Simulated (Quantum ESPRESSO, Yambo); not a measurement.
# A GW chain in Yambo: BaS (Fm-3m), part 3 of 3

Wanted: ground state, empty states, screening and self-energy for BaS (Fm-3m).

Quantum ESPRESSO 7.5 and Yambo 5.3.0; PBE and many-body steps on it, plane waves. Known limits of the many-body steps: not at the basis limit; no spin-orbit coupling.

So far. Step 3 (Bands along the symmetry lines): The gap is 2.146 eV, as in the run before at this level. Step 4 (Empty states on the mesh, 4×4×4 mesh, 155 bands): On this mesh the gap is 2.146 eV.

**6. Screening and self-energy, 4×4×4 mesh, 155 bands, screening to 163.3 eV**

Now the one-shot GW correction: screening in the RPA, then the self-energy of the levels asked for.

This step: G0W0 on PBE, plane waves, norm-conserving pseudopotentials.

gw1.in reads:

```
HF_and_locXC
gw0
dyson
ppa
em1d
rim_cut
RandQpts= 1000000
RandGvec= 1 RL
EXXRLvcs= 40 Ry
VXCRLvcs= 160 Ry
Chimod= "HARTREE"
% BndsRnXp
 1 | 155 |
%
NGsBlkXp= 12 Ry
% LongDrXp
 1 | 1 | 1 |
%
% GbndRnge
 1 | 155 |
%
DysSolver= "n"
ExtendOut
PPAPntXp= 27.21138 eV
% QPkrange
 1 | 1 | 7 | 10 |
 7 | 7 | 7 | 10 |
%
```

Started as:

```console
OMP_NUM_THREADS=1 mpirun -n 4 yambo -F gw1.in -J gw1 -C gw1 > gw1.log
```

What it wrote:

```text
 Yambo, version 5.3.0

 [02] CORE Variables Setup
 =========================

  [... cell, symmetries and grids as in the set-up ...]

  [02.05] Energies & Occupations
  ==============================

  [X] === General ===
  [X] Electronic Temperature                        :  0.000000  0.000000 [eV K]
  [X] Bosonic    Temperature                        :  0.000000  0.000000 [eV K]
  [X] Finite Temperature mode                       : no
  [X] El. density                                   :  0.24558E+24 [cm-3]
  [X] Fermi Level                                   :  5.894091 [eV]

  [X] === Gaps and Widths ===
  [X] Conduction Band Min                           :  2.146280 [eV]
  [X] Valence Band Max                              :  0.000000 [eV]
  [X] Filled Bands                                  :   8
  [X] Empty Bands                                   :    9  155
  [X] Direct Gap                                    :  2.272370 [eV]
  [X] Direct Gap localized at k                     :   7
  [X] Indirect Gap                                  :  2.146280 [eV]
  [X] Indirect Gap between kpts                     :   1   7
  [X] Last valence band width                       :  1.057937 [eV]
  [X] 1st conduction band width                     :  3.430145 [eV]

 [03] Transferred momenta grid and indexing
 ==========================================

 IBZ Q-points                                      :   8
 BZ  Q-points                                      :   64

 K/Q-points units:
 rlu = crystal or reduced units; cc = cartesian coordinates; iku = interal k-units

 Q [1]          [rlu]:  0.000000  0.000000  0.000000
 Q [2]          [rlu]:  0.74313E-17  0.74313E-17  0.25000
 Q [3]          [rlu]: -0.14863E-16 -0.14863E-16 -0.50000
 Q [4]          [rlu]:  0.74488E-17  0.25000      0.25000
 Q [5]          [rlu]:  0.16929E-16  0.25000      0.50000
 Q [6]          [rlu]: -0.14863E-16  0.25000     -0.25000
 Q [7]          [rlu]: -0.14898E-16 -0.50000     -0.50000
 Q [8]          [rlu]:  0.250000 -0.500000 -0.250000

 [04] Coloumb potential Random Integration (RIM)
 ===============================================

  [04.01] RIM initialization
  ==========================

  * Diagonal components only detected *

  8 x (sBL volume)        :  0.070521 [a.u.]
  sBZ random points       :  1000000
  Points outside the sBZ  :   7987327
  RL volume               :  0.564170 [a.u.]
  Integrated volume       :  0.565065 [a.u.]

  [04.02] RIM integrals
  =====================

  Gamma point sphere radius             :  0.074942 [a.u.]
  Points outside the sphere             :   799513
  [Int_sBZ(q=0) 1/q^2]*(Vol_sBZ)^(-1/3) =:  7.764325
                                 should be <:  7.795600

  Summary of Coulomb integrals for non-metallic bands |Q|[au] RIM/Bare

  Q [1] 0.100000E-4 0.995988 * Q [2] 0.225398 1.066654
  Q [4] 0.260268 1.065697 * Q [6] 0.368074 1.027401
  Q [5] 0.431605 1.020783 * Q [3] 0.450797 1.018057
  Q [7] 0.520535 1.014668 * Q [8] 0.581976 1.011636

 [05] Dipoles
 ============

  [05.01] Setup: observables and procedures
  =========================================

 [06] Dynamic Dielectric Matrix (PPA)
 ====================================

 [WR./gw1//ndb.pp]---------------------------------------------------------------
  Brillouin Zone Q/K grids (IBZ/BZ)                :    8   64    8   64
  RL vectors                                       :  2421 [WF]
  Coulomb cutoff potential                         : none
  Electronic Temperature                           :  0.000000 [K]
  Bosonic    Temperature                           :  0.000000 [K]
  PPA    diel. fun.  energies                      : Perdew, Burke & Ernzerhof(X)+Perdew, Burke & Ernzerhof(C)
  wavefunctions                                    : Perdew, Burke & Ernzerhof(X)+Perdew, Burke & Ernzerhof(C)
  Global Gauge                                     : length
  X matrix size                                    :   339
  X band range                                     :    1  155
  X e/h energy range                               : -1.000000 -1.000000 [eV]
  X Time ordering                                  : R
  X Hxc Kernel                                     : HARTREE
  X Drude frequency                                :  0.000000  0.000000
  X poles                                          :  100.0000 [o/o]
  RL vectors in the sum                            :  2421
  [r,Vnl] included                                 : yes
  Field direction                                  :  0.577350E-5  0.577350E-5  0.577350E-5
  BZ energy Double Grid                            : no
  BZ energy DbGd points                            : 0
  BZ Q point size factor                           : -1.000000
  X Optical Averaged directions                    : none

 [07] Local Exchange-Correlation + Non-Local Fock
 ================================================

 [VXC] Plane waves :  15065
 [EXS] Plane waves :  1917

 QP @ state[ 1 ] K range:  1  1
 QP @ state[ 1 ] b range:   7  10
 QP @ state[ 2 ] K range:   7   7
 QP @ state[ 2 ] b range:   7  10

 [xc] Functional : Perdew, Burke & Ernzerhof(X)+Perdew, Burke & Ernzerhof(C)
 [xc] LIBXC used to calculate xc functional
  PP Number of Atomic Species                      :  2
  NLCC RL compoments                               :  15065
  PP Number of Atomic Species                      :  2
  NLCC RL compoments                               :  15065

 [xc] E_xc :  -6.043476 [Ha]
      E_xc :  -12.08695 [Ry]

  Local XC kind (lXC) : Perdew, Burke & Ernzerhof(X)+Perdew, Burke & Ernzerhof(C)
  Non-Local XC kind (nlXC) : Hartree-Fock

  Corrections @ K [1] :  [eV]
 <7|nlXC|7> = -15.67958  0.10999E-16 <7|lXC|7> = -12.60175 -0.31749E-22
 <8|nlXC|8> = -15.67958  0.21229E-17 <8|lXC|8> = -12.60175  0.37763E-15
 <9|nlXC|9> = -4.019332  0.52797E-17 <9|lXC|9> = -7.958255 -0.24850E-20
 <10|nlXC|10> = -4.535758 -0.60539E-19 <10|lXC|10> = -8.922665 -0.94408E-16

  Corrections @ K [7] :  [eV]
 <7|nlXC|7> = -15.67190  0.12898E-16 <7|lXC|7> = -12.53318  0.54771E-21
 <8|nlXC|8> = -15.67184 -0.43656E-17 <8|lXC|8> = -12.53318  0.38866E-20
 <9|nlXC|9> = -4.204415  0.10753E-18 <9|lXC|9> = -7.957322 -0.17703E-16
 <10|nlXC|10> = -6.058089  0.14131E-17 <10|lXC|10> = -10.95390  0.21300E-31

 [08] Dyson equation: Newton solver
 ==================================

  [08.01] G0W0 (W PPA)
  ====================

  [  GW  ] Bands range     :    1  155
  [GW/PPA] G damping       :  0.100000 [eV]

  QP @ state[ 1 ] K range:  1  1
  QP @ state[ 1 ] b range:   7  10
  QP @ state[ 2 ] K range:   7   7
  QP @ state[ 2 ] b range:   7  10

   Sc/G bands                                       :    1  155
   Sc/G damping                                     :  0.100000 ev
   Sc bands terminator                              : no
   Sx RL components                                 :  1917

   QP @ state[ 1 ] K range                          :  1  1
   QP @ state[ 1 ] b range                          :   7  10
   QP @ state[ 2 ] K range                          :   7   7
   QP @ state[ 2 ] b range                          :   7  10
   GF energies kind                                 : Perdew, Burke & Ernzerhof(X)+Perdew, Burke & Ernzerhof(C)
   GF WF`s kind                                     : Perdew, Burke & Ernzerhof(X)+Perdew, Burke & Ernzerhof(C)
   Xs energies kind                                 : Perdew, Burke & Ernzerhof(X)+Perdew, Burke & Ernzerhof(C)
   Xs WF`s kind                                     : Perdew, Burke & Ernzerhof(X)+Perdew, Burke & Ernzerhof(C)

 [11] Game Over & Game summary
```

Run time: 1.9 min. Hardware: 4 MPI ranks of Arm Neoverse V1, shared host; peak memory 1.4 GiB; 7.7 min of CPU time.

Numbers from this step:

- G0W0 gap on the points computed: 3.560 eV
- starting gap on the mesh: 2.146 eV
- k of the valence top: 0, 0, 0
- k of the conduction bottom: 0, -0.5, -0.5
- least direct G0W0 gap on the computed points: 3.705 eV
- Z at the valence top: 0.7901
- Z at the conduction bottom: 0.8335

The gap on the mesh goes from 2.15 eV to 3.56 eV, a correction of +1.41 eV.

Limits: finite bands, cutoff and mesh; no spin-orbit coupling. v1 is the top filled band, c1 the lowest empty one. Levels before and after the correction, in eV, zero at the valence-band top of each column:

|  | conduction bottom | valence top |
| --- | --- | --- |
| Kohn-Sham | 2.15 | 0.00 |
| G0W0 | 3.56 | 0.00 |

|  | level | energy (eV) |
| --- | --- | --- |
| Kohn-Sham | Γ v2-v1 | 0.000 |
| Kohn-Sham | Γ c1 | 3.626 |
| Kohn-Sham | Γ c2 | 3.906 |
| Kohn-Sham | (0 -0.5 -0.5) v2-v1 | -0.126 |
| Kohn-Sham | (0 -0.5 -0.5) c1 | 2.146 |
| Kohn-Sham | (0 -0.5 -0.5) c2 | 5.968 |
| G0W0 | Γ v2-v1 | 0.000 |
| G0W0 | Γ c1 | 4.945 |
| G0W0 | Γ c2 | 5.546 |
| G0W0 | (0 -0.5 -0.5) v2-v1 | -0.145 |
| G0W0 | (0 -0.5 -0.5) c1 | 3.560 |
| G0W0 | (0 -0.5 -0.5) c2 | 7.894 |

**7. Where the time went**

Times are wall times on the hardware named with each run, good to a factor of about two.

| step | time | share | memory (GiB) |
| --- | --- | --- | --- |
| ground state | 3 s | 2 % | 0.2 |
| bands along the symmetry lines | 2.9 s | 2 % | 0.19 |
| empty states on the mesh | 6.9 s | 5 % | 0.28 |
| conversion and set-up | 2.1 s | 2 % | 0.24 |
| screening and self-energy | 1.9 min | 89 % | 1.4 |

**8. What came out**

```json
{"PBE gap": "2.15 eV, indirect", "G0W0 gap on the mesh": "3.56 eV", "GW settings": "4×4×4 mesh, 155 bands, screening to 163.3 eV, Godby-Needs plasmon pole", "known limits": "not at the basis limit; no spin-orbit coupling"}
```

In words: G0W0 moves the gap on the mesh from 2.15 eV to 3.56 eV (+1.41 eV), with Z of 0.79 and 0.83 at the edges. Only 2 of the mesh's irreducible points were corrected, so a valley elsewhere could overtake. The dearest step here is «screening and self-energy». Bands and cutoff are finite, so the gap is not at the basis limit. The miss can reach some tenths of an eV and take either sign; the mesh is an error of its own. In the G0W0 run levels were corrected at 2 k points alone, so a gap called «on the mesh» is the least over those, and an edge elsewhere would be missed. The many-body steps are scalar-relativistic: spin-orbit coupling is not in them.

[Paths, hosts, dates, memory and timing lines, banners, echoed tables and standing remarks are left out of the program output.]

[Logs are printed without paths, hosts, clocks, repeated set-up lines and the standing remarks that a program may print on its own settings, such as how far it seeks lower states.]

[Runs of the session that timed out or met a known fault of the program may be left out.]

[Hosts, paths, dates, database ids (printed as entryN), source tags and the programs' standing remarks are cut or masked in the printed files.]
